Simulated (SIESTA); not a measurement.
The system is SrO.

```
Sr O
1.0
     0.00000    2.56630    2.56630
     2.56630    0.00000    2.56630
     2.56630    2.56630    0.00000
Sr O
1 1
Cartesian
  2.5663 2.5663 2.5663
  0.0000 0.0000 0.0000
```

Base run:

| Quantity | Value |
| --- | --- |
| Program | SIESTA 5.4.2 |
| Functional | PBE |
| Potentials or basis | PseudoDojo 0.4 standard (PBE files) |
| Basis | DZP (energy shift 0.003 Ry; two zetas on semicore shells; d shell added on Sr) |
| Grid cutoff | 800 Ry |
| Energy shift | 0.003 Ry |
| k mesh | 9 × 9 × 9 |
| Occupations | fermi-dirac, width 0.05 eV |
| Spin | no spin polarisation |

Its results: band gap on the k mesh 3.31 eV, indirect (least direct gap 3.41 eV); pressure 4.1 GPa.

Question: After a change of settings the same cell gave: band gap on the k mesh 3.45 eV, indirect (least direct gap 3.54 eV); pressure 7.6 GPa. Which change was it?
A. functional from PBE to BLYP
B. functional from PBE to revPBE
C. functional from PBE to WC; potentials or basis from PseudoDojo 0.4 standard (PBE files) to PseudoDojo 0.4 standard (PBEsol files)
D. functional from PBE to LDA; potentials or basis from PseudoDojo 0.4 standard (PBE files) to PseudoDojo 0.4 standard (LDA files)

Answer: A.

BLYP binds less tightly than PBE, so the same cell stands under more pressure.

Caveats: the basis of atomic orbitals isn't converged, which shifts pressures, moduli and gaps; the potentials were made for another functional, which shifts forces and pressure (some runs).
